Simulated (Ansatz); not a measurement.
# Si: random displacements

This session takes Si and sets out to see what random moves of the atoms cost.

Method: DFT r2SCAN, scalar-relativistic, plane waves, PAW, in Ansatz 0.2.0.

1 further run of the same task is left out (set aside as unsound or not needed). Runs told in other sessions of the task aren't counted.

### Step 1. The structure to begin with

It takes space group Ia-3 (No. 206, cubic). Conventional cell: a = 6.647 Å, b = 6.647 Å, c = 6.647 Å, α = 90.00°, β = 90.00°, γ = 90.00°. Si (site symmetry 3) is surrounded by 4 Si at 2.32 to 2.39 Å.

Coordinates:

```
Si
1.0
    -3.32361    3.32361    3.32361
     3.32361   -3.32361    3.32361
     3.32361    3.32361   -3.32361
Si
8
Direct
  0.20140 0.20140 0.20140
  0.50000 0.00000 0.29860
  0.29860 0.50000 0.00000
  0.00000 0.29860 0.50000
  0.79860 0.79860 0.79860
  0.50000 0.00000 0.70140
  0.70140 0.50000 0.00000
  0.00000 0.70140 0.50000
```

It is the result of an earlier relaxation at this level (volume 18.36 Å³/atom; gap on the mesh: none (metal)).

### Step 2. Zero of energy

The reference gives a free energy of -5111.0450 eV, pressure 0.02 GPa, largest force 0.005 eV/Å and gap on the mesh none (metal). It was computed beforehand with the settings of the runs below.

### Step 3. Next: random displacements

All atoms are moved at random with no net shift, in some cells together with a random strain.

### Step 4. At rms move = 0.332 Å

File input.yaml:

```yaml
crystal:
  lattice:
    - [-3.3966987329, 3.189046585, 3.3375617217]
    - [3.2480661851, -3.5039908379, 3.5038734268]
    - [3.1897918073, 3.2970839123, -3.6525059746]
  atoms:
    - { symbol: Si, position: [0.1677194447, 0.1533954469, 0.1575803626] }
    - { symbol: Si, position: [0.5337272664, -0.0792848737, 0.3063197311] }
    - { symbol: Si, position: [0.3508242968, 0.5459564703, 0.0221805673] }
    - { symbol: Si, position: [-0.0642116887, 0.2995177838, 0.49311912] }
    - { symbol: Si, position: [0.7900487252, 0.8265312011, 0.8011421448] }
    - { symbol: Si, position: [0.4699222048, -0.012543575, 0.69478312] }
    - { symbol: Si, position: [0.7826101873, 0.5875521782, 0.0595721704] }
    - { symbol: Si, position: [-0.0306404364, 0.6788753685, 0.4653027839] }
basis:
  ecutwfc: 500
kpoints:
  mp_grid: { grid: [8, 8, 8] }
hamiltonian:
  xc: r2scan
scf:
  occupations: { method: gaussian, width: 0.15 }
output:
  forces: true
  stress: true
  eigenvalues: true
```

Started as:

```bash
> ansatz run input.yaml --threads 2 --pin off --max-ram 5120MiB --backend cpu --events-out ev --progress --plain --runs-dir out
```

### Step 5. Point rms move = 0.107 Å

File input.yaml:

```yaml
crystal:
  lattice:
    - [-3.3628291446, 3.3846651638, 3.3045559139]
    - [3.3895937656, -3.3820288454, 3.3286842165]
    - [3.31691248, 3.3361121807, -3.3019195955]
  atoms:
    - { symbol: Si, position: [0.1955281897, 0.1963941978, 0.223682206] }
    - { symbol: Si, position: [0.4753643866, -0.0257187739, 0.282805255] }
    - { symbol: Si, position: [0.3271020874, 0.5223158887, 0.0085678605] }
    - { symbol: Si, position: [0.0019780764, 0.3107679359, 0.5108257149] }
    - { symbol: Si, position: [0.8003808249, 0.8041326016, 0.7894024695] }
    - { symbol: Si, position: [0.4868333611, -0.0195362512, 0.6863401661] }
    - { symbol: Si, position: [0.7061720668, 0.5027183695, 0.0069671301] }
    - { symbol: Si, position: [0.006641007, 0.7089260314, 0.4914091978] }
basis:
  ecutwfc: 500
kpoints:
  mp_grid: { grid: [8, 8, 8] }
hamiltonian:
  xc: r2scan
scf:
  occupations: { method: gaussian, width: 0.15 }
output:
  forces: true
  stress: true
  eigenvalues: true
```

### Step 6. Point rms move = 0.189 Å

File input.yaml:

```yaml
crystal:
  lattice:
    - [-3.3485994702, 3.2863705865, 3.2799998053]
    - [3.3382832313, -3.3357798242, 3.3190928041]
    - [3.3236505322, 3.3108308861, -3.329409043]
  atoms:
    - { symbol: Si, position: [0.1913087426, 0.1780024837, 0.2205980508] }
    - { symbol: Si, position: [0.5132342365, 0.0317068926, 0.3334801335] }
    - { symbol: Si, position: [0.3006569144, 0.5018978157, -0.0254307906] }
    - { symbol: Si, position: [0.005435324, 0.2776797502, 0.446069329] }
    - { symbol: Si, position: [0.81677613, 0.8235832442, 0.821949034] }
    - { symbol: Si, position: [0.4746648321, 0.0110536249, 0.6926252068] }
    - { symbol: Si, position: [0.7062146252, 0.477773366, -0.0086974737] }
    - { symbol: Si, position: [-0.0082908047, 0.6983028229, 0.5194065102] }
basis:
  ecutwfc: 500
kpoints:
  mp_grid: { grid: [8, 8, 8] }
hamiltonian:
  xc: r2scan
scf:
  occupations: { method: gaussian, width: 0.15 }
output:
  forces: true
  stress: true
  eigenvalues: true
```

### Step 7. rms move = 0.193 Å

File input.yaml:

```yaml
crystal:
  lattice:
    - [-3.4451411421, 3.2984758433, 3.2138705178]
    - [3.5391589511, -3.3628177664, 3.3722302499]
    - [3.2233190305, 3.1409956548, -3.2782124409]
  atoms:
    - { symbol: Si, position: [0.2323548885, 0.2279042534, 0.2367336441] }
    - { symbol: Si, position: [0.5238840641, 0.0226827315, 0.3043972305] }
    - { symbol: Si, position: [0.2790160178, 0.472321904, -0.019193562] }
    - { symbol: Si, position: [0.0078258452, 0.2988809988, 0.529634944] }
    - { symbol: Si, position: [0.753611365, 0.7623940204, 0.7471189595] }
    - { symbol: Si, position: [0.5049074071, 0.0472852894, 0.7347321672] }
    - { symbol: Si, position: [0.6830647039, 0.4537018309, -0.0352320106] }
    - { symbol: Si, position: [0.0153357085, 0.7148289715, 0.5018086274] }
basis:
  ecutwfc: 500
kpoints:
  mp_grid: { grid: [8, 8, 8] }
hamiltonian:
  xc: r2scan
scf:
  occupations: { method: gaussian, width: 0.15 }
output:
  forces: true
  stress: true
  eigenvalues: true
```

### Step 8. rms move = 0.111 Å

File input.yaml:

```yaml
crystal:
  lattice:
    - [-3.3236145463, 3.3236145463, 3.3236145463]
    - [3.3236145463, -3.3236145463, 3.3236145463]
    - [3.3236145463, 3.3236145463, -3.3236145463]
  atoms:
    - { symbol: Si, position: [0.2012870859, 0.2089912084, 0.2237871389] }
    - { symbol: Si, position: [0.5144027697, 0.0120367989, 0.2924704044] }
    - { symbol: Si, position: [0.2859854321, 0.5061120397, -0.018868268] }
    - { symbol: Si, position: [-0.0175068118, 0.2870660839, 0.4985784942] }
    - { symbol: Si, position: [0.7745909743, 0.7703647189, 0.7907076228] }
    - { symbol: Si, position: [0.5196415316, 0.0060303176, 0.7008946578] }
    - { symbol: Si, position: [0.718152974, 0.5128910205, 0.0112734071] }
    - { symbol: Si, position: [0.0034460442, 0.6965078121, 0.5011565427] }
basis:
  ecutwfc: 500
kpoints:
  mp_grid: { grid: [8, 8, 8] }
hamiltonian:
  xc: r2scan
scf:
  occupations: { method: gaussian, width: 0.15 }
output:
  forces: true
  stress: true
  eigenvalues: true
```

(Steps that only read results are left out.)

**Question.** What will these runs give?

The runs gave:

```
      quantity                                      value
costliest cell  1161.5 meV/atom at an rms move of 0.332 Å
```

In words: The cost runs from 75.7 to 1161.5 meV/atom. Energy over the square of the rms move lies between 6.4 and 10.6 eV/Å² per atom; a harmonic solid under isotropic random moves would keep it roughly constant, while strain and close contacts change it. Where forces pass 15 eV/Å atoms stand far too close, the PAW spheres overlap strongly and those numbers are rough.
